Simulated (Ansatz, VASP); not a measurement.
**Cross-check of PbF2 (1T-PbF2, 1 layer) between VASP and Ansatz**

Wanted: the spread between two codes on one cell, functional and k mesh. The structure shown is the end of the Ansatz relaxation below.

Calculated with Ansatz 0.2.0; plane waves, with VASP 6.6.1 beside it; PBE.

## (1) The structure

The cell holds 3 atoms: 2 F and 1 Pb. Cell: a = 3.985 Å, b = 3.985 Å, c = 24.357 Å, α = 90.0°, β = 90.0°, γ = 120.0°. Vacuum lies along c.

## (2) Ansatz: relaxation, PBE

Ansatz runs on its default PAW (the set named soft_2) files.

This run makes the geometry at which the two programs are then compared.

Input file input.yaml:

```yaml
crystal:
  lattice:
    - [2.749142, 0.0, 0.0]
    - [-1.374571, 2.3808268106, 0.0]
    - [0.0, 0.0, 24.3573446259]
  atoms:
    - { symbol: F, position: [0.6666666667, 0.3333333333, 0.4516091622] }
    - { symbol: Pb, position: [0.0, 0.0, 0.5] }
    - { symbol: F, position: [0.3333333333, 0.6666666667, 0.5483908378] }
kpoints:
  mp_grid: { grid: [12, 12, 1] }
hamiltonian:
  xc: pbe
scf:
  occupations: { method: fermi_dirac, width: 0.05 }
  convergence: { dr2_threshold: 1.0e-08 }
efield:
  axis: 3
  dipole_correction: true
  ramp_position: 0.97
  ramp_width: 0.04
relax:
  f_tol: 0.01
  cell: { fix: [c, alpha, beta] }
output:
  write_potential: true
  write_density: true
  volumetric_format: npy
```

Launch:

```bash
$ ansatz run input.yaml --threads 4 --pin off --max-ram 8192MiB --backend cpu --events-out ev --progress --plain --runs-dir out
```

Numbers of over 12 decimals in the logs are rounded to 6 here.

What it wrote:

```text
Warning: relax.cell: scf.convergence.dr2_threshold = 1e-8 eV is looser than the 3e-10 eV advised for a relaxation that steers and ends on the stress (1e-10 eV for each atom of the cell: 3). What an SCF threshold leaves in a stress goes as its square root, and in the free energy as the threshold itself, and one threshold admits the most on a small cell: [figures from the program's tests cut] Set scf.convergence.dr2_threshold to 3e-10 eV or tighter. The threshold is an SCF's pass mark: one that does not reach it within its budget of iterations ends unconverged, or closes short of it on a stop that the run arms, and scf.convergence.dr2_threshold's page says what that costs each kind of run
Engine: ansatz 0.2.0, aarch64-unknown-linux-gnu
Pseudopotentials: kind: paw
Pseudopotential: F, paw, valence charge 7, recommended cutoff 420 eV (normal), F.paw.azcp
Pseudopotential: Pb, paw, valence charge 14, recommended cutoff 420 eV (normal), Pb.paw.azcp
Functional definition: PBE
  parameter kappa = 0.804
  parameter beta = 0.066725
  exchange = pbe_x(kappa = kappa, mu = beta*pi^2/3)
  correlation = pbe_c(beta = beta)
Crystal: 3 atoms, lattice volume = 159.424 Å³
Basis set: ecut = 420 eV, 3135 PW (Γ), exchange–correlation on 40×40×360 points (8 copies of the dense FFT grid, shifted against one another)
Bands: 18, of which v1, the nominal top of the filled ones, is band 14 counted from 1 (13 counted from 0)
Symmetry: 6 space group operations
k-points: 19 of 144 (time reversal used)
Non-local potential: F, projectors of the file, l = 0: 2, l = 1: 2, l = 2: 1
Non-local potential: Pb, projectors of the file, l = 0: 2, l = 1: 2, l = 2: 2, l = 3: 2
PAW form: soft (Blöchl's): semilocal exchange-correlation on the pseudo side does not see the compensation charge
PAW one-centre angular grid: F, 110 points (default); XC on 64 Gauss nodes
PAW one-centre angular grid: Pb, 590 points (default); XC on 64 Gauss nodes
Initial density: superposition of atomic densities (neutral atoms: chi_scale 0, normalization atom), corrected by the library's trained network
Initial wavefunctions: pseudopotential atomic-orbital guess
Functional: x = pbe(κ = 0.804, μ = 0.219515), c = pbe(β = 0.066725)
SCF iter   1: F=—  HF=-13512.198568 eV  |F-HF|=—  |Δ(HF+E_count)|=         —  Δρ=1.23e-2  dr2=1.41e-1  ethr=1.77e-3  p=0.000 e·Å  D=6.17e-7 V/Å  ΔV_dip=-0.00 eV  dr2_dipole=3.26e-8  V_vac-E_F(+/−)=2.93/2.93 eV  ⟨swp⟩=10.1  Hψ=2875  notcnv=0
efield: sawtooth ramp at fractional position 0.9700 (set: `efield.ramp_position`, or a place that a band, a saddle search or an elastic batch's reference lends), width 0.0400; the density the first Hamiltonian is built on has a dipole p = 0.000 e·Å; the dipole correction subtracts the counter field D = 6.17e-7 V/Å, which shifts the + side's vacuum level by -0.00 eV against the − side's; the planar-averaged density in the ramp window peaks in size at 4.5e-6 e/Å³
preconditioner: auto → LDOS  [metal: Δε(μ)=0.111 eV  Ē_g=20.315 eV  σ=0.050 eV  W_gap=0.47  n_scr=14 (ndim 8)  ℏωp=15.6 eV  f_vac=0.787  D(μ)=0.32/eV (n_scr^D=4)  β→1.0]
SCF iter   2: F=—  HF=-13512.196305 eV  |F-HF|=—  |Δ(HF+E_count)|=   2.26e-3  Δρ=1.00e-2  dr2=8.45e-2  ethr=5.04e-4  p=0.000 e·Å  D=8.65e-5 V/Å  ΔV_dip=-0.00 eV  dr2_dipole=1.21e-7  V_vac-E_F(+/−)=2.05/2.05 eV  ⟨swp⟩=4.2  Hψ=1065  notcnv=0
SCF iter   3: F=—  HF=-13512.168113 eV  |F-HF|=—  |Δ(HF+E_count)|=   2.82e-2  Δρ=6.66e-4  dr2=5.18e-4  ethr=3.02e-4  p=0.000 e·Å  D=1.57e-5 V/Å  ΔV_dip=-0.00 eV  dr2_dipole=1.70e-9  V_vac-E_F(+/−)=2.52/2.52 eV  ⟨swp⟩=4.1  Hψ=970  notcnv=0
SCF iter   4: F=—  HF=-13512.168070 eV  |F-HF|=—  |Δ(HF+E_count)|=   4.29e-5  Δρ=3.44e-4  dr2=1.10e-4  ethr=1.85e-6  p=0.000 e·Å  D=4.28e-6 V/Å  ΔV_dip=-0.00 eV  dr2_dipole=8.79e-11  V_vac-E_F(+/−)=2.47/2.48 eV  ⟨swp⟩=3.9  Hψ=947  notcnv=0
SCF iter   5: F=—  HF=-13512.168038 eV  |F-HF|=—  |Δ(HF+E_count)|=   3.14e-5  Δρ=7.87e-5  dr2=5.25e-6  ethr=3.94e-7  p=-0.000 e·Å  D=-5.13e-6 V/Å  ΔV_dip=0.00 eV  dr2_dipole=3.77e-10  V_vac-E_F(+/−)=2.47/2.47 eV  ⟨swp⟩=3.0  Hψ=769  notcnv=0
SCF iter   6: F=—  HF=-13512.168035 eV  |F-HF|=—  |Δ(HF+E_count)|=   3.14e-6  Δρ=4.02e-5  dr2=1.31e-6  ethr=1.87e-8  p=0.000 e·Å  D=1.17e-5 V/Å  ΔV_dip=-0.00 eV  dr2_dipole=1.39e-9  V_vac-E_F(+/−)=2.47/2.47 eV  ⟨swp⟩=3.4  Hψ=747  notcnv=0
SCF iter   7: F=—  HF=-13512.168035 eV  |F-HF|=—  |Δ(HF+E_count)|=   3.33e-7  Δρ=1.44e-5  dr2=1.73e-7  ethr=4.68e-9  p=-0.000 e·Å  D=-4.72e-6 V/Å  ΔV_dip=0.00 eV  dr2_dipole=3.19e-10  V_vac-E_F(+/−)=2.47/2.47 eV  ⟨swp⟩=2.5  Hψ=584  notcnv=0
[...]
efield: sawtooth ramp at fractional position 0.9700 (set: `efield.ramp_position`, or a place that a band, a saddle search or an elastic batch's reference lends), width 0.0400; the density the first Hamiltonian is built on has a dipole p = 0.000 e·Å; the dipole correction subtracts the counter field D = 3.35e-6 V/Å, which shifts the + side's vacuum level by -0.00 eV against the − side's; the planar-averaged density in the ramp window peaks in size at 1.9e-7 e/Å³
preconditioner: auto → none  [insulator: Δε(μ)=3.463 eV  Ē_g=16.028 eV  σ=0.050 eV  W_gap=1.00  n_scr=12 (ndim 8)  ℏωp=10.7 eV  f_vac=0.808  D(μ)=0.00/eV (n_scr^D=0)  ε∞_Penn≈1.4]
SCF iter   2: F=—  HF=-13524.297363 eV  |F-HF|=—  |Δ(HF+E_count)|=   1.91e-4  Δρ=3.39e-5  dr2=1.33e-6  ethr=9.73e-9  p=-0.000 e·Å  D=-8.54e-7 V/Å  ΔV_dip=0.00 eV  dr2_dipole=1.24e-10  V_vac-E_F(+/−)=5.21/5.21 eV  ⟨swp⟩=2.0  Hψ=608  notcnv=0
SCF iter   3: F=—  HF=-13524.297423 eV  |F-HF|=—  |Δ(HF+E_count)|=   5.98e-5  Δρ=2.10e-5  dr2=3.64e-7  ethr=4.74e-9  p=0.000 e·Å  D=4.83e-6 V/Å  ΔV_dip=-0.00 eV  dr2_dipole=2.31e-10  V_vac-E_F(+/−)=5.21/5.21 eV  ⟨swp⟩=2.0  Hψ=464  notcnv=0
iter 4 met the thresholds in force, and the SCF goes on: an eigenvalue changes by 12.37 meV, over its tolerance of 3.16 meV (output.eigenvalues, Limitations)
SCF iter   4: F=-13524.297458 eV  HF=-13524.297457 eV  |F-HF|=1.16e-6  |Δ(HF+E_count)|=   3.40e-5  Δρ=2.09e-6  dr2=7.08e-9  ethr=3.57e-11  p=-0.000 e·Å  D=-1.86e-6 V/Å  ΔV_dip=0.00 eV  dr2_dipole=2.48e-10  V_vac-E_F(+/−)=5.21/5.21 eV  ⟨swp⟩=11.5  Hψ=2963  notcnv=0
SCF iter   5: F=-13524.297458 eV  HF=-13524.297458 eV  |F-HF|=3.05e-7  |Δ(HF+E_count)|=   8.55e-7  Δρ=1.72e-6  dr2=1.12e-8  ethr=2.53e-11  p=0.000 e·Å  D=7.02e-6 V/Å  ΔV_dip=-0.00 eV  dr2_dipole=6.47e-10  V_vac-E_F(+/−)=5.21/5.21 eV  ⟨swp⟩=2.1  Hψ=572  notcnv=0
iter 6 met the thresholds in force, and the SCF goes on: an eigenvalue changes by 8.98 meV, over its tolerance of 3.16 meV (output.eigenvalues, Limitations)
SCF iter   6: F=-13524.297458 eV  HF=-13524.297458 eV  |F-HF|=9.35e-8  |Δ(HF+E_count)|=   2.20e-7  Δρ=5.32e-7  dr2=9.46e-10  ethr=2.53e-11  p=0.000 e·Å  D=3.10e-6 V/Å  ΔV_dip=-0.00 eV  dr2_dipole=5.29e-11  V_vac-E_F(+/−)=5.21/5.21 eV  ⟨swp⟩=8.3  Hψ=2382  notcnv=0
Mixer restart at iter 6: flushing history
SCF iter   7: F=-13524.297458 eV  HF=-13524.297458 eV  |F-HF|=1.28e-8  |Δ(HF+E_count)|=   9.69e-8  Δρ=1.67e-6  dr2=1.27e-8  ethr=3.38e-12  p=-0.000 e·Å  D=-4.46e-6 V/Å  ΔV_dip=0.00 eV  dr2_dipole=7.75e-10  V_vac-E_F(+/−)=5.21/5.21 eV  ⟨swp⟩=2.3  Hψ=618  notcnv=0  κ⁻¹=1.0e0(r=1)
SCF iter   8: F=-13524.297458 eV  HF=-13524.297458 eV  |F-HF|=1.82e-11  |Δ(HF+E_count)|=   2.65e-9  Δρ=4.04e-8  dr2=4.45e-12  ethr=3.38e-12  p=0.000 e·Å  D=1.62e-6 V/Å  ΔV_dip=-0.00 eV  dr2_dipole=1.63e-13  V_vac-E_F(+/−)=5.21/5.21 eV  ⟨swp⟩=6.2  Hψ=2168  notcnv=0
SCF 23 converged in 8 iterations: F = -13524.297458 eV  dr2 = 4.45e-12
relax step  23: F+E_penalty+E_count = -13524.29745831 eV  Δ(F+E_penalty+E_count) = -3.027e-3 eV  max|allowed force component| = 3.365e-4 eV/Å  Δτ_max = 0.0000 Å  P = +0.006 GPa  Ω = 334.933 Å³  fix = [c, alpha, beta]  reactions: c -0.000 GPa  stress off target by 8.66e-3 GPa on what of the cell is left free  SCF on the basis re-selected at this cell (its energy is not comparable with the rows above)  (8 SCF iters)
basis re-selected at this cell: Δ(F+E_penalty+E_count) = -3.027e-3 eV, ΔP = +0.005 GPa vs the last step (what re-selecting the basis moved, of the pressure what is left beyond the Pulay correction that the steps carried, after the strain that the cell walked since its last selection, with what the two solves' SCF thresholds leave and, on support functions, any second-order correction that the steps lacked; it is no m [...]
WARN: The output density's exchange-correlation potential varies sharply where the density is thin. Do not read a vacuum level from v_tot or v_xc, or from such a field of the output density. On a cell that repeats whose density bears no net charge and no dipole along the vacuum's axis use v_es (v_loc + v_h of the components); under efield.dipole_correction with no amplitude use v_es + v_field, which holds any externa [...]
SCF converged after 8 iterations
an eigenvalue changed by more than its tolerance at an iteration that met the thresholds in force, so the SCF went on 2 times, its first undamped step at iteration 6: the last check found none over its tolerance
Free energy (F): -13524.297458 eV
Harris-Foulkes:  -13524.297458 eV  (|F-HF|=1.82e-11)
Internal energy: -13524.297458 eV  (E = F + TS)
E sigma→0 (E₀):  -13524.297458 eV
Fermi energy:    -3.312263 eV
Dipole field:    D = 0.000001 V/Å  (p = 0.000002 e·Å, saw-weighted, corrected)
Work function:   Φ+ = 5.2147 eV   Φ− = 5.2147 eV
Levels:          The Fermi level and band energies are counted from a zero that moves with the ramp; work functions are not
--- Per-component energies (eV) ---
  E_band       = -409.450473
  E_kinetic    = 697.021739
  E_local      = -18507.096827  (includes V_loc(G=0)·N_el)
  E_nonlocal   = 496.968962
  E_hartree    = 8849.929114
  E_xc         = -380.953993
  E_vxc        = -337.198125  (∫ρ·V_xc dr)
  E_paw        = -10801.970675  (= ΣΔE_a)
  E_vpaw       = -459.008476  (= ΣTr[D̂ρ^β])
  E_aug_tail   = 0.004112  (compensation charges beyond the density's cutoff)
  E_efield     = 0.000000  (sawtooth field / dipole correction)
  E_vefield    = -0.000008  (∫n·V_field dr)
  E_ewald      = 6121.800110
  E_smearing   = -0.000000  (= −TS)
  E_closure    = 0.000000  (closes the sum)
  Σ components = -13524.297458   (vs F -13524.297458, Δ=0.00e0)
--- Forces (eV/Å), atoms counted from 1 ---
  atom   1  F     -0.00000000    -0.00000000    -0.00031846
  atom   2  Pb     0.00000000    -0.00000000    -0.00001796
  atom   3  F      0.00000000     0.00000000     0.00033649
  max |Σ_I F_I| component: 7.72e-8 eV/Å
--- Stress (GPa, compression-positive) ---
        0.008661      -0.000000      -0.000000
       -0.000000       0.008661       0.000000
       -0.000000       0.000000      -0.000096
  P = ⅓ Tr σ = 0.0057 GPa (0.057 kbar)
--- Band table (eV; the first three rows and the last of 19) ---
  k-point 0: bands = [... 10 lower, -7.2449, -7.2449, -6.9048, -6.4639, -1.6229, 1.4847, 1.9091, 2.0396]
  k-point 1: bands = [... 10 lower, -7.2204, -7.1762, -6.8726, -6.3769, -1.5237, 1.4663, 1.9950, 2.0568]
  k-point 2: bands = [... 10 lower, -7.1811, -7.0900, -6.8267, -6.1416, -1.2547, 1.1697, 2.0923, 2.2507]
  k-point 18: bands = [... 10 lower, -7.5722, -6.7757, -6.7757, -5.0853, 0.3666, 1.0550, 1.0550, 4.8609]
--- Relaxed structure (19 steps of the walk, 19 accepted, 4 SCFs on fresh bases) ---
  F+E_penalty+E_count = -13524.29745831 eV   max|allowed force component| = 3.365e-4 eV/Å   (the final SCF, on the basis selected at the relaxed cell)
  cell:  # Å, volume = 334.9330 Å³
    - [3.984728, 0, 0]
    - [-1.992364, 3.450876, 0]
    - [0, 0, 24.3573446259]
  atoms:
    - { symbol: F, position: [0.666667, 0.333333, 0.459105] }
    - { symbol: Pb, position: [0, 0, 0.500000] }
    - { symbol: F, position: [0.333333, 0.666667, 0.540895] }
```

Reading the cycles: dr2 is the Hartree energy of the density residual (eV), the measure of convergence; HF is the Harris–Foulkes estimate of the energy, which meets the free energy F at convergence.

(Part 1 of 2 ends here.)

[Lines on the potential files, build, host, timing and source positions are cut from VASP's logs without a mark.]

[Logs are printed without paths, hosts, clocks, repeated set-up lines and the standing remarks that a program may print on its own settings, such as how far it seeks lower states.]

[Hosts, paths, dates, database ids (printed as entryN), source tags and the programs' standing remarks are cut or masked in the printed files.]
